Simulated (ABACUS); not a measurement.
Crystal: Ag.

```xyz
1
Lattice="0.0000 2.0427 2.0427 2.0427 0.0000 2.0427 2.0427 2.0427 0.0000" Properties=species:S:1:pos:R:3 pbc="T T T"
Ag    0.0000    0.0000    0.0000
```

Base run:

* Program: ABACUS 3.10.1
* Functional: AM05
* Potentials or basis: Ansatz NC PBE
* Cutoff: 966 eV
* Density cutoff: 3864 eV
* Basis: plane waves
* k mesh: 9 × 9 × 9
* Occupations: fermi-dirac, width 0.05 eV
* Spin: no spin polarisation

Its results: band gap on the k mesh none (metal or under the smearing width); pressure -2.7 GPa.

**Question.** The run is repeated on the same cell with these changes: functional from AM05 to SOGGA. What comes out?

**Answer.** Band gap on the k mesh none (metal or under the smearing width); pressure -4.3 GPa.

Caveats: the potentials were made for another functional, which shifts forces and pressure.
